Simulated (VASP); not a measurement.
# C (P6_3/mmc) in VASP: notebook

Aim: see how the results for C move with the level of theory and the settings. Levels: PBE, vdW-DF-cx, optB88-vdW, BEEF-vdW, optPBE-vdW. Tasks: single point, relaxation of cell and atoms.

The COD entry that gives the cell may itself be a prediction, so a difference from it is no test against experiment.

All numbers are computed with VASP 6.6.1; they aren't measurements. Logs are shortened: lines on timing, memory, paths and dates and some standing lists are left out, and cuts for length are marked.

### 1 The structure

It takes space group P6_3/mmc (No. 194, hexagonal). The conventional cell has a = 2.522 Å, b = 2.522 Å, c = 8.237 Å, α = 90.00°, β = 90.00°, γ = 120.00°. C (site symmetry 3m) is surrounded by 4 C at 1.54 Å. C (site symmetry 3m) is surrounded by 4 C at 1.54 Å.

This is a hexagonal form of diamond, not graphite.

### 2 Single point, PBE

INCAR

```
  PREC = Accurate
  ENCUT = 520
  EDIFF = 1E-7
  ISMEAR = 0
  SIGMA = 0.013000000000000001
  LREAL = F
  LASPH = T
  NELM = 100
  ALGO = Fast
  ISIF = 2
  LWAVE = F
  LCHARG = T
  GGA = PE
  LELF = T
  LVHAR = T
```

KPOINTS

```
Automatic mesh
0
Gamma
  12 12 4
```

POSCAR

```
C
1.0
    2.5221000000      0.0000000000      0.0000000000
   -1.2610500000      2.1842026709      0.0000000000
    0.0000000000      0.0000000000      8.2371000000
C
8
Direct
    0.6666666667      0.3333333333      0.8437500000
    0.3333333333      0.6666666667      0.3437500000
    0.6666666667      0.3333333333      0.6562500000
    0.3333333333      0.6666666667      0.1562500000
    0.0000000000      0.0000000000      0.9062500000
    0.0000000000      0.0000000000      0.4062500000
    0.0000000000      0.0000000000      0.5937500000
    0.0000000000      0.0000000000      0.0937500000
```

Potentials or basis: VASP PAW PBE potentials, release 64 (C).

On the command line:

```bash
> cat potpaw_PBE.64/C/POTCAR > POTCAR
> mpirun -np 1 vasp_std > vasp.out
```

OUTCAR:

```text
PREC = Accurate
   ENCUT = 520
   EDIFF = 1E-7
   ISMEAR = 0
   LREAL = F
   LASPH = T
   NELM = 100
   ISIF = 2
   GGA = PE

 ion  position               nearest neighbor table
   1  0.667  0.333  0.844-   3 1.54   5 1.54   5 1.54   5 1.54
   2  0.333  0.667  0.344-   4 1.54   6 1.54   6 1.54   6 1.54
   3  0.667  0.333  0.656-   1 1.54   7 1.54   7 1.54   7 1.54
   4  0.333  0.667  0.156-   2 1.54   8 1.54   8 1.54   8 1.54
   5  0.000  0.000  0.906-   8 1.54   1 1.54   1 1.54   1 1.54
   6  0.000  0.000  0.406-   7 1.54   2 1.54   2 1.54   2 1.54
   7  0.000  0.000  0.594-   6 1.54   3 1.54   3 1.54   3 1.54
   8  0.000  0.000  0.094-   5 1.54   4 1.54   4 1.54   4 1.54

  LATTYP: Found a hexagonal cell.
 ALAT       =     2.5221000000
 C/A-ratio  =     3.2659688355

  Lattice vectors:

 A1 = (   2.5221000000,   0.0000000000,   0.0000000000)
 A2 = (  -1.2610500000,   2.1842026709,   0.0000000000)
 A3 = (   0.0000000000,   0.0000000000,   8.2371000000)

Analysis of symmetry for initial positions (statically):
=====================================================================
 Subroutine PRICEL returns:
 Original cell was already a primitive cell.

 Routine SETGRP: Setting up the symmetry group for a
 hexagonal supercell.

 Subroutine GETGRP returns: Found 24 space group operations
 (whereof 12 operations were pure point group operations)
 out of a pool of 24 trial point group operations.

The static configuration has the point symmetry D_3d.
 The point group associated with its full space group is D_6h.

Analysis of symmetry for dynamics (positions and initial velocities):
=====================================================================
 Subroutine PRICEL returns:
 Original cell was already a primitive cell.

 Routine SETGRP: Setting up the symmetry group for a
 hexagonal supercell.

 Subroutine GETGRP returns: Found 24 space group operations
 (whereof 12 operations were pure point group operations)
 out of a pool of 24 trial point group operations.

The dynamic configuration has the point symmetry D_3d.
 The point group associated with its full space group is D_6h.

 Subroutine INISYM returns: Found 24 space group operations
 (whereof 12 operations are pure point group operations),
 and found     1 'primitive' translations

----------------------------------------------------------------------------------------

                                     Primitive cell

  volume of cell :      45.3764

  direct lattice vectors                    reciprocal lattice vectors
     2.522100000  0.000000000  0.000000000     0.396494984  0.228916486  0.000000000
    -1.261050000  2.184202671  0.000000000     0.000000000  0.457832972  0.000000000
     0.000000000  0.000000000  8.237100000     0.000000000  0.000000000  0.121401950

  length of vectors
     2.522100000  2.522100000  8.237100000     0.457832972  0.457832972  0.121401950

  position of ions in fractional coordinates (direct lattice)
     0.666666667  0.333333333  0.843750000
     0.333333333  0.666666667  0.343750000
     0.666666667  0.333333333  0.656250000
     0.333333333  0.666666667  0.156250000
     0.000000000  0.000000000  0.906250000
     0.000000000  0.000000000  0.406250000
     0.000000000  0.000000000  0.593750000
     0.000000000  0.000000000  0.093750000

  ion indices of the primitive-cell ions
   primitive index   ion index
                 1           1
                 2           2
                 3           3
                 4           4
                 5           5
                 6           6
                 7           7
                 8           8

----------------------------------------------------------------------------------------

 KPOINTS: Automatic mesh

Automatic generation of k-mesh.
 Grid dimensions read from file:
 generate k-points for:   12   12    4

 Generating k-lattice:

  Cartesian coordinates                     Fractional coordinates (reciprocal lattice)
     0.033041249  0.019076374  0.000000000     0.083333333  0.000000000  0.000000000
     0.000000000  0.038152748  0.000000000     0.000000000  0.083333333  0.000000000
     0.000000000  0.000000000  0.030350487     0.000000000  0.000000000  0.250000000

  Length of vectors
     0.038152748  0.038152748  0.030350487

  Shift w.r.t. Gamma in fractional coordinates (k-lattice)
     0.000000000  0.000000000  0.000000000

 Subroutine IBZKPT returns following result:
 ===========================================

 Found     57 irreducible k-points:

 Following reciprocal coordinates:
            Coordinates               Weight
  0.000000  0.000000  0.000000      1.000000
  0.083333  0.000000  0.000000      6.000000
  0.166667  0.000000  0.000000      6.000000
  0.250000  0.000000  0.000000      6.000000
  0.333333  0.000000  0.000000      6.000000
  0.416667  0.000000  0.000000      6.000000
[... 16 lines left out ...]
  0.250000  0.000000  0.250000     12.000000
  0.333333  0.000000  0.250000     12.000000
 [... further k-points ...]
   k-points           NKPTS =     57   k-points in BZ     NKDIM =     57   number of bands    NBANDS=     21
   number of dos      NEDOS =    301   number of ions     NIONS =      8
   total plane-waves  NPLWV =  25600
   dimension x,y,z NGX =    20 NGY =   20 NGZ =   64
   dimension x,y,z NGXF=    40 NGYF=   40 NGZF=  128
   ions per type =               8
   NGX,Y,Z   is equivalent  to a cutoff of  13.18, 13.18, 12.92 a.u.
   NGXF,Y,Z  is equivalent  to a cutoff of  26.37, 26.37, 25.83 a.u.
 SYSTEM =  unknown system
   PREC   = accura    normal or accurate (medium, high low for compatibility)
   ISTART =      0    job   : 0-new  1-cont  2-samecut
   ICHARG =      2    charge: 1-file 2-atom 10-const
   ISPIN  =      1    spin polarized calculation?
   LNONCOLLINEAR =      F non collinear calculations
   LSORBIT =      F    spin-orbit coupling
   LASPH  =      T    aspherical Exc in radial PAW
   ENCUT  =  520.0 eV  38.22 Ry    6.18 a.u.   4.69  4.69 15.32*2*pi/ulx,y,z
   NELM   =    100;   NELMIN=  2; NELMDL= -5     # of ELM steps
   EDIFF  = 0.1E-06   stopping-criterion for ELM
   LREAL  =      F    real-space projection
   EDIFFG = 0.1E-05   stopping-criterion for IOM
   NSW    =      0    number of steps for IOM
   IBRION =     -1    ionic relax: 0-MD 1-quasi-New 2-CG
   NFREE  =      0    steps in history (QN), initial steepest desc. (CG)
   ISIF   =      2    stress and relaxation
   ISYM   =      2    0-nonsym 1-usesym 2-fastsym
   POTIM  = 0.5000    time-step for ionic-motion
   TEBEG  =    0.0;   TEEND  =   0.0 temperature during run
   PSTRESS=    0.0 pullay stress
   NELECT =      32.0000    total number of electrons
   NUPDOWN=      -1.0000    fix difference up-down
   EMIN   =  10.00;   EMAX   =-10.00  energy-range for DOS
   EFERMI =   0.00;   METHOD = LEGACY
   ISMEAR =     0;   SIGMA  =   0.01  broadening in eV -4-tet -1-fermi 0-gaus
   EFERMI_NEDOS =   21; number of points for ismear=-14 and -15
   IALGO  =     68    algorithm
   IMIX   =      4    mixing-type and parameters
     AMIX     =   0.40;   BMIX     =  1.00
     AMIX_MAG =   1.60;   BMIX_MAG =  1.00
  volume/ion in A,a.u.               =       5.67        38.28
  Fermi-wavevector in a.u.,A,eV,Ry     =   1.457186  2.753682 28.890486  2.123391
  Thomas-Fermi vector in A             =   2.574017
   LORBIT       =      0    0 simple, 1 ext, 2 COOP (PROOUT), +10 PAW based schemes
   GGA     = PE    functional components
   LHFCALC =     F    Hartree Fock is set to
   AEXX    =    0.0000 exact exchange contribution
   IVDW    =     0    specifies the selected vdW correction
   LEPSILON=     F    determine dielectric tensor
   LRPA    =     F    only Hartree local field effects (RPA)
 non-spin polarized calculation
 RMM-DIIS sequential band-by-band and
 Gauss-broadening in eV      SIGMA  =   0.01
  energy-cutoff  :      520.00
  volume of cell :       45.38
 maximum number of plane-waves:      1242
 NGX is ok and might be reduce to    20
   NGX =  9   NGY =  9   NGZ = 31

 number of electron      31.9999995 magnetization

 Free energy of the ion-electron system (eV)
  ---------------------------------------------------
  ext. energy  EPLUGINS =         0.00000000
  ---------------------------------------------------
  free energy    TOTEN  =       -72.64805493 eV

  energy without entropy =      -72.64805493  energy(sigma->0) =      -72.64805493

 E-fermi :   9.9773     XC(G=0): -13.2480

 val. band max:        9.8675232210   @ k =   0.0000   0.0000   0.0000
 cond. band min:      14.2800950163   @ k =   0.4167   0.0000   0.0000
 fundamental gap:      4.4125717954
 Fermi energy:         9.9772647980

 k-point     1 :       0.0000    0.0000    0.0000
  band No.  band energies     occupation
      1     -11.7605      2.00000
      2     -10.0661      2.00000
      3     -10.0158      2.00000
      4      -5.9494      2.00000
      5      -3.6617      2.00000
      6       3.1290      2.00000
[... 13 lines left out ...]
     20      16.8645      0.00000
     21      17.1271      0.00000

 k-point     2 :       0.0833    0.0000    0.0000
  band No.  band energies     occupation
      1     -11.5899      2.00000
      2      -9.8988      2.00000
      3      -9.8476      2.00000
      4      -5.7972      2.00000
      5      -3.5050      2.00000
      6       3.2081      2.00000
[... 13 lines left out ...]
     20      16.7962      0.00000
     21      17.4432      0.00000
[... 487 lines left out ...]
      5      -1.4744      2.00000
      6       1.4683      2.00000
[... 13 lines left out ...]
     20      17.5235      0.00000
     21      17.5994      0.00000

 k-point    24 :       0.3333    0.0000    0.2500
  band No.  band energies     occupation
      1      -8.9729      2.00000
      2      -8.1385      2.00000
      3      -6.5123      2.00000
      4      -4.3106      2.00000
      5      -1.3714      2.00000
      6      -0.3642      2.00000
[... 13 lines left out ...]
     20      17.4193      0.00000
     21      18.0663      0.00000

 [... further k-points ...]

------------------------ aborting loop because EDIFF is reached ----------------------------------------

  FORCE on cell =-STRESS in cart. coord.  units (eV):
  Direction    XX          YY          ZZ          XY          YZ          ZX
  --------------------------------------------------------------------------------------
  -------------------------------------------------------------------------------------
  Total       -0.3321211     -0.3321211      3.1516697      0.0000000     -0.0000000      0.0000000
  in kB      -11.7267454    -11.7267454    111.2811739      0.0000000     -0.0000000      0.0000000
  external PRESSURE =      29.2758944 kB  Pullay stress =       0.0000000 kB

 VOLUME and BASIS-vectors are now :
 -----------------------------------------------------------------------------
  energy-cutoff  :      520.00
  volume of cell :       45.38
      direct lattice vectors                 reciprocal lattice vectors
     2.522100000  0.000000000  0.000000000     0.396494984  0.228916486  0.000000000
    -1.261050000  2.184202671  0.000000000     0.000000000  0.457832972  0.000000000
     0.000000000  0.000000000  8.237100000     0.000000000  0.000000000  0.121401950

 POSITION                                       TOTAL-FORCE (eV/Angst)
 -----------------------------------------------------------------------------------
      1.26105      0.72807      6.95005         0.000000      0.000000      0.319598
     -0.00000      1.45614      2.83150         0.000000     -0.000000      0.319598
      1.26105      0.72807      5.40560        -0.000000      0.000000     -0.319598
     -0.00000      1.45614      1.28705         0.000000     -0.000000     -0.319598
      0.00000      0.00000      7.46487        -0.000000     -0.000000      0.328674
      0.00000      0.00000      3.34632        -0.000000     -0.000000      0.328674
      0.00000      0.00000      4.89078         0.000000      0.000000     -0.328674
      0.00000      0.00000      0.77223        -0.000000      0.000000     -0.328674
 -----------------------------------------------------------------------------------
    total drift:                               -0.000000      0.000000      0.000000

  FREE ENERGIE OF THE ION-ELECTRON SYSTEM (eV)
  ---------------------------------------------------
  free  energy   TOTEN  =       -72.6480549330 eV

  energy  without entropy=      -72.6480549330  energy(sigma->0) =      -72.64805493
```

Wall time 1.8 min (1 thread of Intel Xeon Platinum 8375C at 2.90GHz (Ice Lake), shared host); peak memory 0.17 GiB.

What came out:

* Free energy: -72.6481 eV
* Pressure: 2.9 GPa
* Largest force: 0.329 eV/Å
* Band gap on the k mesh: 4.41 eV, indirect (least direct gap 5.18 eV)

Forces on the atoms (eV/Å):
```
C    0.000  0.000  0.320
C    0.000  0.000  0.320
C    0.000  0.000 -0.320
C    0.000  0.000 -0.320
C    0.000  0.000  0.329
C    0.000  0.000  0.329
C    0.000  0.000 -0.329
C    0.000  0.000 -0.329
```

Levels at points of the mesh, in eV from the valence-band top:
```csv
k point,band 14,band 15,band 16,band 17,band 18,band 19
"(0.00, 0.00, 0.00)",-0.22,0.00,0.00,5.18,5.18,5.71
"(0.50, 0.00, 0.00)",-4.54,-3.70,-2.93,4.46,5.60,5.86
"(0.00, 0.00, 0.50)",-0.68,-0.68,-0.68,5.97,5.97,5.97
"(0.50, 0.00, 0.50)",-4.72,-3.66,-3.66,4.82,4.82,7.11
```

A k mesh can miss the band edges.

### 3 Relaxation of cell and atoms, vdW-DF-cx

INCAR

```
  PREC = Accurate
  ENCUT = 600
  EDIFF = 1E-7
  ISMEAR = -1
  SIGMA = 0.05
  LREAL = False
  LASPH = True
  NELM = 80
  ALGO = Fast
  ISIF = 3
  LWAVE = False
  LCHARG = False
  GGA = CX
  LUSE_VDW = True
  AGGAC = 0.0
  IBRION = 2
  NSW = 40
  EDIFFG = -0.01
```

KPOINTS is that of step 2.

POSCAR is that of step 2.

Potentials or basis: VASP PAW PBE potentials, release 64 (C).

On the command line:

```bash
> cat potpaw_PBE.64/C/POTCAR > POTCAR
> mpirun -np 1 vasp_std > vasp.out
```

Wall time 10 min (1 thread of Intel Xeon Platinum 8375C at 2.90GHz (Ice Lake), shared host); peak memory 0.37 GiB.

The run converged. Its results:

| Property | Result |
| --- | --- |
| Free energy | -65.2953 eV |
| Relaxed volume | 5.68 Å³/atom |
| Relaxed cell | a = 2.514 Å, b = 2.514 Å, c = 8.295 Å, α = 90.00°, β = 90.00°, γ = 120.00° |
| Space group after relaxing (to 0.05 Å) | P6_3/mmc (No. 194) |
| Energy gained by relaxing | 2.5 meV/atom |
| Ionic steps | 6 |
| Pressure after relaxing | 0.0 GPa |
| Largest force after relaxing | 0.006 eV/Å |
| Band gap on the k mesh | 4.49 eV, indirect (least direct gap 5.29 eV) |

Forces in eV/Å, atoms in the order of the input:
```
C    0.000  0.000  0.006
C    0.000  0.000  0.006
C    0.000  0.000 -0.006
C    0.000  0.000 -0.006
C    0.000  0.000  0.000
C    0.000  0.000  0.000
C    0.000  0.000  0.000
C    0.000  0.000  0.000
```

Stress tensor (GPa, compression positive):
```
-0.05  0.00  0.00
 0.00 -0.05  0.00
 0.00  0.00  0.07
```

The path:
| step | energy change (eV) | largest force (eV/Å) | pressure (GPa) | volume (Å³) |
| --- | --- | --- | --- | --- |
| 1 | 0.0000 | 0.3424 | 0.48 | 45.38 |
| 2 | 0.0138 | 0.4933 | -0.35 | 45.48 |
| 3 | -0.0200 | 0.0495 | -0.06 | 45.42 |
| 4 | -0.0200 | 0.0428 | -0.05 | 45.42 |
| 5 | -0.0200 | 0.0488 | 0.03 | 45.41 |
| 6 | -0.0202 | 0.0056 | -0.01 | 45.42 |

Final structure:
```xyz
8
Lattice="2.5145 0.0000 0.0000 -1.2572 2.1776 0.0000 0.0000 0.0000 8.2946" Properties=species:S:1:pos:R:3 pbc="T T T"
C     1.2572    0.7259    7.0043
C     0.0000    1.4517    2.8570
C     1.2572    0.7259    5.4376
C     0.0000    1.4517    1.2903
C     0.0000    0.0000    7.5237
C     0.0000    0.0000    3.3764
C     1.2572    2.1776    4.9182
C     2.5145    0.0000    0.7709
```

Levels at points of the mesh, in eV from the valence-band top:
```csv
k point,band 14,band 15,band 16,band 17,band 18,band 19
"(0.00, 0.00, 0.00)",-0.23,0.00,0.00,5.29,5.29,5.46
"(0.50, 0.00, 0.00)",-4.68,-3.69,-2.96,4.56,5.52,5.95
"(0.00, 0.00, 0.50)",-0.65,-0.65,-0.65,6.06,6.06,6.06
"(0.50, 0.00, 0.50)",-4.74,-3.66,-3.66,4.90,4.90,6.92
```

Caveat: the PAW data sets were made with another functional, which shifts forces and pressure a little.

(Part 1 of 2 ends here.)
